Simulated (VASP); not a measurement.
# Al (Im-3m) in VASP: notebook

Runs on Al. Level: PBE. Tasks: single point.

Everything below comes from runs of VASP 6.6.1. Logs are shortened: lines on timing, memory, paths and dates and some standing lists are left out, and cuts for length are marked.

## (1) Starting point

It takes space group Im-3m (No. 229, cubic). The conventional cell has a = 3.214 Å, b = 3.214 Å, c = 3.214 Å, α = 90.00°, β = 90.00°, γ = 90.00°. Al (site symmetry m-3m) has 8 Al at 2.78 Å as nearest neighbours.

The cell was built by a generator and needn't be a form met in nature.

## (2) Single point, PBE

Input file INCAR:

```
SYSTEM = Al
ALGO = Normal
EDIFF = 1E-6
ENCUT = 520
GGA = PE
ISIF = 2
ISMEAR = 0
LASPH = .TRUE.
LCHARG = .FALSE.
LREAL = .FALSE.
LWAVE = .FALSE.
NBANDS = 8
NELM = 80
PREC = Accurate
SIGMA = 0.05
```

Input file KPOINTS:

```
k-points
0
G
  8 8 8
  0 0 0
```

Input file POSCAR:

```
Al
1.0
   -1.6072425570      1.6072425570      1.6072425570
    1.6072425570     -1.6072425570      1.6072425570
    1.6072425570      1.6072425570     -1.6072425570
Al
1
Direct
    0.0000000000      0.0000000000      0.0000000000
```

Potentials or basis: VASP PAW PBE potentials, release 64 (Al).

Command:

```bash
> cat potpaw_PBE.64/Al/POTCAR > POTCAR
> mpirun -np 1 vasp_std > vasp.out
```

OUTCAR:

```text
SYSTEM = Al
   EDIFF = 1E-6
   ENCUT = 520
   GGA = PE
   ISIF = 2
   ISMEAR = 0
   LASPH = .TRUE.
   LREAL = .FALSE.
   NELM = 80
   PREC = Accurate

 ion  position               nearest neighbor table
   1  0.000  0.000  0.000-

  LATTYP: Found a body centered cubic cell.
 ALAT       =     3.2144851140

  Lattice vectors:

 A1 = (  -1.6072425570,   1.6072425570,   1.6072425570)
 A2 = (   1.6072425570,  -1.6072425570,   1.6072425570)
 A3 = (   1.6072425570,   1.6072425570,  -1.6072425570)

Analysis of symmetry for initial positions (statically):
=====================================================================
 Subroutine PRICEL returns:
 Original cell was already a primitive cell.

 Routine SETGRP: Setting up the symmetry group for a
 body centered cubic supercell.

 Subroutine GETGRP returns: Found 48 space group operations
 (whereof 48 operations were pure point group operations)
 out of a pool of 48 trial point group operations.

The static configuration has the point symmetry O_h .

Analysis of symmetry for dynamics (positions and initial velocities):
=====================================================================
 Subroutine PRICEL returns:
 Original cell was already a primitive cell.

 Routine SETGRP: Setting up the symmetry group for a
 body centered cubic supercell.

 Subroutine GETGRP returns: Found 48 space group operations
 (whereof 48 operations were pure point group operations)
 out of a pool of 48 trial point group operations.

The dynamic configuration has the point symmetry O_h .

 Subroutine INISYM returns: Found 48 space group operations
 (whereof 48 operations are pure point group operations),
 and found     1 'primitive' translations

----------------------------------------------------------------------------------------

                                     Primitive cell

  volume of cell :      16.6075

  direct lattice vectors                    reciprocal lattice vectors
    -1.607242557  1.607242557  1.607242557     0.000000000  0.311091812  0.311091812
     1.607242557 -1.607242557  1.607242557     0.311091812  0.000000000  0.311091812
     1.607242557  1.607242557 -1.607242557     0.311091812  0.311091812  0.000000000

  length of vectors
     2.783825769  2.783825769  2.783825769     0.439950260  0.439950260  0.439950260

  position of ions in fractional coordinates (direct lattice)
     0.000000000  0.000000000  0.000000000

  ion indices of the primitive-cell ions
   primitive index   ion index
                 1           1

----------------------------------------------------------------------------------------

 KPOINTS: k-points

Automatic generation of k-mesh.
 Grid dimensions read from file:
 generate k-points for:    8    8    8

 Generating k-lattice:

  Cartesian coordinates                     Fractional coordinates (reciprocal lattice)
     0.000000000  0.038886477  0.038886477     0.125000000  0.000000000  0.000000000
     0.038886477  0.000000000  0.038886477     0.000000000  0.125000000  0.000000000
     0.038886477  0.038886477  0.000000000     0.000000000  0.000000000  0.125000000

  Length of vectors
     0.054993783  0.054993783  0.054993783

  Shift w.r.t. Gamma in fractional coordinates (k-lattice)
     0.000000000  0.000000000  0.000000000

 Subroutine IBZKPT returns following result:
 ===========================================

 Found     29 irreducible k-points:

 Following reciprocal coordinates:
            Coordinates               Weight
  0.000000  0.000000  0.000000      1.000000
  0.125000  0.000000  0.000000     12.000000
  0.250000  0.000000  0.000000     12.000000
  0.375000  0.000000  0.000000     12.000000
  0.500000  0.000000  0.000000      6.000000
  0.125000  0.125000  0.000000     24.000000
[... 16 lines left out ...]
 -0.250000  0.250000  0.250000      6.000000
 -0.375000  0.375000  0.250000     24.000000
 [... further k-points ...]
   k-points           NKPTS =     29   k-points in BZ     NKDIM =     29   number of bands    NBANDS=      8
   number of dos      NEDOS =    301   number of ions     NIONS =      1
   total plane-waves  NPLWV =  13824
   dimension x,y,z NGX =    24 NGY =   24 NGZ =   24
   dimension x,y,z NGXF=    48 NGYF=   48 NGZF=   48
   ions per type =               1
   NGX,Y,Z   is equivalent  to a cutoff of  14.33, 14.33, 14.33 a.u.
   NGXF,Y,Z  is equivalent  to a cutoff of  28.66, 28.66, 28.66 a.u.
 SYSTEM =  Al
   PREC   = accura    normal or accurate (medium, high low for compatibility)
   ISTART =      0    job   : 0-new  1-cont  2-samecut
   ICHARG =      2    charge: 1-file 2-atom 10-const
   ISPIN  =      1    spin polarized calculation?
   LNONCOLLINEAR =      F non collinear calculations
   LSORBIT =      F    spin-orbit coupling
   LASPH  =      T    aspherical Exc in radial PAW
   ENCUT  =  520.0 eV  38.22 Ry    6.18 a.u.   5.18  5.18  5.18*2*pi/ulx,y,z
   NELM   =     80;   NELMIN=  2; NELMDL= -5     # of ELM steps
   EDIFF  = 0.1E-05   stopping-criterion for ELM
   LREAL  =      F    real-space projection
   EDIFFG = 0.1E-04   stopping-criterion for IOM
   NSW    =      0    number of steps for IOM
   IBRION =     -1    ionic relax: 0-MD 1-quasi-New 2-CG
   NFREE  =      0    steps in history (QN), initial steepest desc. (CG)
   ISIF   =      2    stress and relaxation
   ISYM   =      2    0-nonsym 1-usesym 2-fastsym
   POTIM  = 0.5000    time-step for ionic-motion
   TEBEG  =    0.0;   TEEND  =   0.0 temperature during run
   PSTRESS=    0.0 pullay stress
   NELECT =       3.0000    total number of electrons
   NUPDOWN=      -1.0000    fix difference up-down
   EMIN   =  10.00;   EMAX   =-10.00  energy-range for DOS
   EFERMI =   0.00;   METHOD = LEGACY
   ISMEAR =     0;   SIGMA  =   0.05  broadening in eV -4-tet -1-fermi 0-gaus
   EFERMI_NEDOS =   21; number of points for ismear=-14 and -15
   IALGO  =     38    algorithm
   IMIX   =      4    mixing-type and parameters
     AMIX     =   0.40;   BMIX     =  1.00
     AMIX_MAG =   1.60;   BMIX_MAG =  1.00
  volume/ion in A,a.u.               =      16.61       112.07
  Fermi-wavevector in a.u.,A,eV,Ry     =   0.925438  1.748824 11.652503  0.856435
  Thomas-Fermi vector in A             =   2.051292
   LORBIT       =      0    0 simple, 1 ext, 2 COOP (PROOUT), +10 PAW based schemes
   GGA     = PE    functional components
   LHFCALC =     F    Hartree Fock is set to
   AEXX    =    0.0000 exact exchange contribution
   IVDW    =     0    specifies the selected vdW correction
   LEPSILON=     F    determine dielectric tensor
   LRPA    =     F    only Hartree local field effects (RPA)
 non-spin polarized calculation
 Gauss-broadening in eV      SIGMA  =   0.05
  energy-cutoff  :      520.00
  volume of cell :       16.61
 maximum number of plane-waves:       466
 NGX is ok and might be reduce to    24
   NGX = 11   NGY = 11   NGZ = 11

 number of electron       3.0000000 magnetization

 Free energy of the ion-electron system (eV)
  ---------------------------------------------------
  ext. energy  EPLUGINS =         0.00000000
  ---------------------------------------------------
  free energy    TOTEN  =        -3.61028041 eV

  energy without entropy =       -3.60895120  energy(sigma->0) =       -3.60961581

 E-fermi :   8.0622     XC(G=0): -10.1769

 val. band max:        8.0089798665   @ k =   0.2500   0.2500   0.1250
 cond. band min:       8.0930834247   @ k =  -0.3750   0.3750   0.1250
 fundamental gap:      0.0841035582
 Fermi energy:         8.0621913392

 k-point     1 :       0.0000    0.0000    0.0000
  band No.  band energies     occupation
      1      -3.1516      2.00000
      2      21.1644      0.00000
      3      21.1644      0.00000
      4      21.1644      0.00000
      5      22.5442      0.00000
      6      22.5442      0.00000
      7      22.5442      0.00000
      8      24.2040      0.00000

 k-point     2 :       0.1250    0.0000    0.0000
  band No.  band energies     occupation
      1      -2.7043      2.00000
      2      17.2976      0.00000
      3      19.2268      0.00000
      4      19.7525      0.00000
      5      21.1621      0.00000
      6      22.2791      0.00000
      7      23.9027      0.00000
      8      24.4277      0.00000

 k-point     3 :       0.2500    0.0000    0.0000
  band No.  band energies     occupation
      1      -1.3706      2.00000
      2      12.2188      0.00000
      3      17.4632      0.00000
      4      17.8551      0.00000
      5      19.3867      0.00000
      6      20.7367      0.00000
      7      25.4423      0.00000
      8      25.5864      0.00000

 k-point     4 :       0.3750    0.0000    0.0000
  band No.  band energies     occupation
      1       0.8250      2.00000
      2       7.6837      2.00000
      3      16.4024      0.00000
      4      16.6136      0.00000
      5      18.2514      0.00000
      6      19.6808      0.00000
      7      27.1060      0.00000
      8      27.8403      0.00000

 k-point     5 :       0.5000    0.0000    0.0000
  band No.  band energies     occupation
      1       3.6399      2.00000
      2       4.0827      2.00000
      3      16.0497      0.00000
      4      16.1909      0.00000
      5      17.8678      0.00000
      6      19.3043      0.00000
      7      28.5624      0.00000
      8      29.8267      0.00000

 k-point     6 :       0.1250    0.1250    0.0000
  band No.  band energies     occupation
      1      -1.8138      2.00000
      2      14.8110      0.00000
      3      15.1802      0.00000
      4      18.0733      0.00000
      5      21.6940      0.00000
      6      21.8150      0.00000
      7      24.8041      0.00000
      8      25.1802      0.00000

 k-point     7 :       0.2500    0.1250    0.0000
  band No.  band energies     occupation
      1      -0.0490      2.00000
      2      10.1616      0.00000
      3      13.4271      0.00000
      4      16.6187      0.00000
      5      20.3727      0.00000
      6      22.5949      0.00000
      7      24.5982      0.00000
      8      28.2617      0.00000

 k-point     8 :       0.3750    0.1250    0.0000
  band No.  band energies     occupation
      1       2.5539      2.00000
      2       6.0036      2.00000
      3      12.6138      0.00000
      4      15.8593      0.00000
      5      19.6124      0.00000
      6      22.5160      0.00000
      7      26.1824      0.00000
      8      28.8715      0.00000

 k-point     9 :       0.2500    0.2500    0.0000
  band No.  band energies     occupation
      1       2.1256      2.00000
      2       8.6320      0.00000
      3       9.2684      0.00000
      4      15.5340      0.00000
      5      22.0464      0.00000
      6      22.4615      0.00000
      7      27.0903      0.00000
      8      28.2007      0.00000

 k-point    10 :       0.3750    0.2500    0.0000
  band No.  band energies     occupation
      1       4.8868      2.00000
      2       5.3674      2.00000
      3       8.5804      0.00000
      4      15.1533      0.00000
      5      21.8984      0.00000
      6      24.6777      0.00000
      7      24.8498      0.00000
      8      28.9319      0.00000
[... 78 lines left out ...]
 k-point    18 :      -0.2500    0.3750    0.1250
  band No.  band energies     occupation
      1       0.8255      2.00000
      2      10.6906      0.00000
      3      11.2268      0.00000
      4      17.5827      0.00000
      5      18.1734      0.00000
      6      20.7879      0.00000
      7      26.0173      0.00000
      8      27.1566      0.00000

 k-point    19 :       0.5000    0.5000    0.1250
  band No.  band energies     occupation
      1       4.0556      2.00000
      2       4.5195      2.00000
      3      13.3397      0.00000
      4      15.6344      0.00000
      5      19.7081      0.00000
      6      21.5134      0.00000
      7      24.0801      0.00000
      8      25.8432      0.00000

 k-point    20 :      -0.3750    0.5000    0.1250
  band No.  band energies     occupation
      1       3.4103      2.00000
      2       6.8319      2.00000
      3      10.1760      0.00000
      4      17.0729      0.00000
      5      19.5187      0.00000
      6      20.6792      0.00000
      7      23.2866      0.00000
      8      27.4787      0.00000

 k-point    21 :      -0.3750   -0.3750    0.1250
  band No.  band energies     occupation
      1       6.1345      2.00000
      2       6.1345      2.00000
      3       6.9969      2.00000
      4      18.9804      0.00000
      5      19.6005      0.00000
      6      19.6005      0.00000
      7      21.2041      0.00000
      8      31.5953      0.00000

 k-point    22 :       0.2500    0.2500    0.2500
  band No.  band energies     occupation
      1       6.9679      2.00000
      2       6.9679      2.00000
      3       6.9679      2.00000
      4       8.2928      0.00000
      5      29.7341      0.00000
      6      29.7341      0.00000
      7      30.8246      0.00000
      8      30.8246      0.00000

 k-point    23 :      -0.2500    0.2500    0.2500
  band No.  band energies     occupation
      1       0.3892      2.00000
      2      12.9356      0.00000
      3      12.9356      0.00000
      4      14.5158      0.00000
      5      15.9102      0.00000
      6      24.6492      0.00000
      7      25.8404      0.00000
      8      26.8038      0.00000

 k-point    24 :      -0.3750    0.3750    0.2500
  band No.  band energies     occupation
      1       2.5575      2.00000
      2       9.2838      0.00000
      3      11.7569      0.00000
      4      13.8500      0.00000
      5      16.4288      0.00000
      6      22.3554      0.00000
      7      24.4150      0.00000
      8      27.3865      0.00000

 [... further k-points ...]
[... 5 lines left out ...]
  --------------------------------------------------------------------------------------
  -------------------------------------------------------------------------------------
  Total        0.2129387      0.2129387      0.2129387     -0.0000000      0.0000000     -0.0000000
  in kB       20.5428644     20.5428644     20.5428644     -0.0000000      0.0000000     -0.0000000
  external PRESSURE =      20.5428644 kB  Pullay stress =       0.0000000 kB

 VOLUME and BASIS-vectors are now :
 -----------------------------------------------------------------------------
  energy-cutoff  :      520.00
  volume of cell :       16.61
      direct lattice vectors                 reciprocal lattice vectors
    -1.607242557  1.607242557  1.607242557     0.000000000  0.311091812  0.311091812
     1.607242557 -1.607242557  1.607242557     0.311091812  0.000000000  0.311091812
     1.607242557  1.607242557 -1.607242557     0.311091812  0.311091812  0.000000000

 POSITION                                       TOTAL-FORCE (eV/Angst)
 -----------------------------------------------------------------------------------
      0.00000      0.00000      0.00000         0.000000     -0.000000      0.000000
 -----------------------------------------------------------------------------------
    total drift:                                0.000000      0.000000      0.000000

  FREE ENERGIE OF THE ION-ELECTRON SYSTEM (eV)
  ---------------------------------------------------
  free  energy   TOTEN  =        -3.6102804141 eV

  energy  without entropy=       -3.6089512012  energy(sigma->0) =       -3.60961581
```

It took 2.5 s on 1 thread of AMD EPYC 9R45 (Zen 5), shared host; peak memory 0.1 GiB.

Results:

```
Free energy            : -3.6103 eV
Pressure               : 2.1 GPa
Band gap on the k mesh : none (metal or under the smearing width)
```

## (3) Single point, PBE, non-collinear spin, zero start, spin-orbit coupling

This run uses another cell than the first one, of 17.09 Å³/atom, 1.029 times its volume.

Input file INCAR:

```
ALGO = Normal
EDIFF = 1E-6
ENCUT = 520
GGA = PE
GGA_COMPAT = F
ISIF = 2
ISMEAR = 0
LASPH = T
LCHARG = F
LNONCOLLINEAR = T
LORBIT = 11
LORBMOM = T
LREAL = F
LSORBIT = T
LWAVE = F
MAGMOM = 0 0 0
NBANDS = 14
NELM = 150
PREC = Accurate
SIGMA = 0.05
```

Input file KPOINTS:

```
k-points
0
Gamma
  18 18 18
```

Input file POSCAR:

```
Al
1.0
   -1.6227799449      1.6227799449      1.6227799449
    1.6227799449     -1.6227799449      1.6227799449
    1.6227799449      1.6227799449     -1.6227799449
Al
1
Direct
    0.0000000000      0.0000000000      0.0000000000
```

Potentials or basis: VASP PAW PBE potentials, release 64 (Al).

Command:

```bash
> cat potpaw_PBE.64/Al/POTCAR > POTCAR
> mpirun -np 1 vasp_ncl > vasp.out
```

Run time: 44 s. Hardware: 1 thread of AMD EPYC 9R45 (Zen 5), shared host; peak memory 0.19 GiB.

It converged, with:

| Quantity | Value |
| --- | --- |
| Free energy | -3.6520 eV |
| Pressure | -0.7 GPa |
| Net moment | 0.00 μB per cell |
| Valence electrons inside the program's atomic spheres | Al 0.76 |

Moments on the atoms (μB; x, y, z):
```
Al  0.00 0.00 0.00
```
